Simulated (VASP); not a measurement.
# TiSi2 (Immm) in VASP: single point with PBE

Aim: the single point of TiSi2 with PBE.

Everything below comes from runs of VASP 6.6.1. Logs are shortened: lines on timing, memory, paths and dates and some standing lists are left out, and cuts for length are marked.

### 1 The crystal as given

It takes space group Immm (No. 71, orthorhombic). Conventional cell: a = 2.946 Å, b = 3.424 Å, c = 8.424 Å, α = 90.00°, β = 90.00°, γ = 90.00°. Ti (site symmetry mmm) is surrounded by 10 Si at 2.67 to 2.78 Å and 2 Ti at 2.95 Å. Si (site symmetry mm2) has 7 Si at 2.63 to 2.95 Å and 5 Ti at 2.67 to 2.78 Å as nearest neighbours.

The cell comes from a database or a generator and needn't be the stable form of this composition.

### 2 Single point, PBE

Contents of INCAR:

```
PREC = Accurate
ENCUT = 500
EDIFF = 1E-6
ISMEAR = 0
SIGMA = 0.02
LREAL = F
LASPH = T
NELM = 80
ALGO = Normal
ISIF = 2
LWAVE = F
LCHARG = F
GGA = PE
```

Contents of KPOINTS:

```
regular mesh
0
Gamma
  6 6 6
```

Contents of POSCAR:

```
TiSi2
1.0
   -1.4728720000      1.7121300000      4.2120830000
    1.4728720000     -1.7121300000      4.2120830000
    1.4728720000      1.7121300000     -4.2120830000
Ti Si
1 2
Direct
    0.0000000000      0.0000000000      0.0000000000
    0.6700780000      0.6700780000      0.0000000000
    0.3299220000      0.3299220000      0.0000000000
```

Potentials or basis: VASP PAW PBE potentials, release 64 (Ti_sv_GW, Si_GW).

Command:

```sh
$ cat potpaw_PBE.64/Ti_sv_GW/POTCAR potpaw_PBE.64/Si_GW/POTCAR > POTCAR
$ mpirun -np 1 vasp_std > vasp.out
```

OUTCAR:

```text
PREC = Accurate
   ENCUT = 500
   EDIFF = 1E-6
   ISMEAR = 0
   LREAL = F
   LASPH = T
   NELM = 80
   ISIF = 2
   GGA = PE

 ion  position               nearest neighbor table
   1  0.000  0.000  0.000-   2 2.67   2 2.67   2 2.67   3 2.67   2 2.67   3 2.67   3 2.67   3 2.67
                             2 2.78   3 2.78
   2  0.670  0.670  0.000-   3 2.63   3 2.63   3 2.63   3 2.63   1 2.67   1 2.67   1 2.67   1 2.67
                             1 2.78   3 2.87
   3  0.330  0.330  0.000-   2 2.63   2 2.63   2 2.63   2 2.63   1 2.67   1 2.67   1 2.67   1 2.67
                             1 2.78   2 2.87

  LATTYP: Found a body centered orthorhombic cell.
 ALAT       =     2.9457440000
 B/A-ratio  =     1.1624431723
 C/A-ratio  =     2.8597753233

  Lattice vectors:

 A1 = (  -1.4728720000,   1.7121300000,   4.2120830000)
 A2 = (   1.4728720000,  -1.7121300000,   4.2120830000)
 A3 = (   1.4728720000,   1.7121300000,  -4.2120830000)

Analysis of symmetry for initial positions (statically):
=====================================================================
 Subroutine PRICEL returns:
 Original cell was already a primitive cell.

 Routine SETGRP: Setting up the symmetry group for a
 body centered orthorhombic supercell.

 Subroutine GETGRP returns: Found  8 space group operations
 (whereof  8 operations were pure point group operations)
 out of a pool of  8 trial point group operations.

The static configuration has the point symmetry D_2h.

Analysis of symmetry for dynamics (positions and initial velocities):
=====================================================================
 Subroutine PRICEL returns:
 Original cell was already a primitive cell.

 Routine SETGRP: Setting up the symmetry group for a
 body centered orthorhombic supercell.

 Subroutine GETGRP returns: Found  8 space group operations
 (whereof  8 operations were pure point group operations)
 out of a pool of  8 trial point group operations.

The dynamic configuration has the point symmetry D_2h.

 Subroutine INISYM returns: Found  8 space group operations
 (whereof  8 operations are pure point group operations),
 and found     1 'primitive' translations

----------------------------------------------------------------------------------------

                                     Primitive cell

  volume of cell :      42.4873

  direct lattice vectors                    reciprocal lattice vectors
[... 100 lines left out ...]
   NELECT =      20.0000    total number of electrons
   NUPDOWN=      -1.0000    fix difference up-down
   EMIN   =  10.00;   EMAX   =-10.00  energy-range for DOS
   EFERMI =   0.00;   METHOD = LEGACY
   ISMEAR =     0;   SIGMA  =   0.02  broadening in eV -4-tet -1-fermi 0-gaus
   EFERMI_NEDOS =   21; number of points for ismear=-14 and -15
   IALGO  =     38    algorithm
   IMIX   =      4    mixing-type and parameters
     AMIX     =   0.40;   BMIX     =  1.00
     AMIX_MAG =   1.60;   BMIX_MAG =  1.00
  volume/ion in A,a.u.               =      14.16        95.57
  Fermi-wavevector in a.u.,A,eV,Ry     =   1.273499  2.406564 22.065925  1.621800
  Thomas-Fermi vector in A             =   2.406319
   LORBIT       =      0    0 simple, 1 ext, 2 COOP (PROOUT), +10 PAW based schemes
   GGA     = PE    functional components
   LHFCALC =     F    Hartree Fock is set to
   AEXX    =    0.0000 exact exchange contribution
   IVDW    =     0    specifies the selected vdW correction
   LEPSILON=     F    determine dielectric tensor
   LRPA    =     F    only Hartree local field effects (RPA)
 non-spin polarized calculation
 Gauss-broadening in eV      SIGMA  =   0.02
  energy-cutoff  :      500.00
  volume of cell :       42.49
 maximum number of plane-waves:      1113
   NGX = 17   NGY = 17   NGZ = 17

 number of electron      20.0000000 magnetization

 Free energy of the ion-electron system (eV)
  ---------------------------------------------------
  ext. energy  EPLUGINS =         0.00000000
  ---------------------------------------------------
  free energy    TOTEN  =       -22.06559393 eV

  energy without entropy =      -22.06491482  energy(sigma->0) =      -22.06525437

 E-fermi :   9.5326     XC(G=0): -11.6879

 val. band max:        9.5239565264   @ k =  -0.3333   0.5000   0.1667
 cond. band min:       9.5879864983   @ k =   0.3333   0.1667   0.0000
 fundamental gap:      0.0640299720
 Fermi energy:         9.5326013484

 k-point     1 :       0.0000    0.0000    0.0000
  band No.  band energies     occupation
      1     -46.6460      2.00000
      2     -22.9698      2.00000
      3     -22.9680      2.00000
      4     -22.7045      2.00000
      5      -2.9198      2.00000
      6       4.8708      2.00000
      7       5.4773      2.00000
      8       7.4936      2.00000
      9       8.9795      2.00000
     10      10.3984      0.00000
     11      11.7097      0.00000
     12      12.0109      0.00000
     13      12.7493      0.00000
     14      13.4411      0.00000
[... 377 lines left out ...]
      1     -46.6048      2.00000
      2     -23.0319      2.00000
      3     -22.9912      2.00000
      4     -22.9234      2.00000
      5       2.2239      2.00000
      6       2.8644      2.00000
      7       5.0060      2.00000
      8       6.5367      2.00000
      9       7.6867      2.00000
     10       8.0923      2.00000
     11       9.0377      2.00000
     12      10.9181      0.00000
     13      12.3320      0.00000
     14      12.9580      0.00000

 [... further k-points ...]

------------------------ aborting loop because EDIFF is reached ----------------------------------------

  FORCE on cell =-STRESS in cart. coord.  units (eV):
  Direction    XX          YY          ZZ          XY          YZ          ZX
  --------------------------------------------------------------------------------------
  -------------------------------------------------------------------------------------
  Total        0.6638580     -0.2037617     -0.4229480     -0.0000000      0.0000000      0.0000000
  in kB       25.0338189     -7.6837737    -15.9491988     -0.0000000      0.0000000      0.0000000
  external PRESSURE =       0.4669488 kB  Pullay stress =       0.0000000 kB

 VOLUME and BASIS-vectors are now :
 -----------------------------------------------------------------------------
  energy-cutoff  :      500.00
  volume of cell :       42.49
      direct lattice vectors                 reciprocal lattice vectors
    -1.472872000  1.712130000  4.212083000     0.000000000  0.292033899  0.118706113
     1.472872000 -1.712130000  4.212083000     0.339472812  0.000000000  0.118706113
     1.472872000  1.712130000 -4.212083000     0.339472812  0.292033899  0.000000000

 POSITION                                       TOTAL-FORCE (eV/Angst)
 -----------------------------------------------------------------------------------
      0.00000      0.00000      0.00000         0.000000     -0.000000     -0.000000
      0.00000      0.00000      5.64485        -0.000000      0.000000      0.179154
      0.00000      0.00000      2.77932         0.000000     -0.000000     -0.179154
 -----------------------------------------------------------------------------------
    total drift:                               -0.000000      0.000000     -0.000000

  FREE ENERGIE OF THE ION-ELECTRON SYSTEM (eV)
  ---------------------------------------------------
  free  energy   TOTEN  =       -22.0655939318 eV

  energy  without entropy=      -22.0649148161  energy(sigma->0) =      -22.06525437
```

stdout:

```text
POSCAR found type information on POSCAR TiSi
 POSCAR found :  2 types and       3 ions
 scaLAPACK will be used
 LDA part: xc-table for (Slater+PW92), standard interpolation
 POSCAR, INCAR and KPOINTS ok, starting setup
 FFT: planning ... GRIDC
 FFT: planning ... GRID_SOFT
 FFT: planning ... GRID
 WAVECAR not read
 entering main loop
```

Run time: 25 s. Hardware: 1 thread of Intel Xeon 6975P-C (Granite Rapids), shared host; peak memory 0.23 GiB.

What came out:

```yaml
Free_energy: -22.0656 eV
Pressure: 0.0 GPa
Largest_force: 0.179 eV/Å
Band_gap_on_the_k_mesh: none (metal or under the smearing width)
```

Forces in eV/Å, atoms in the order of the input:
```
Ti   0.000  0.000  0.000
Si   0.000  0.000  0.179
Si   0.000  0.000 -0.179
```

Caveat: the k mesh is coarse (spacing up to 0.47 Å⁻¹), so the values aren't converged.
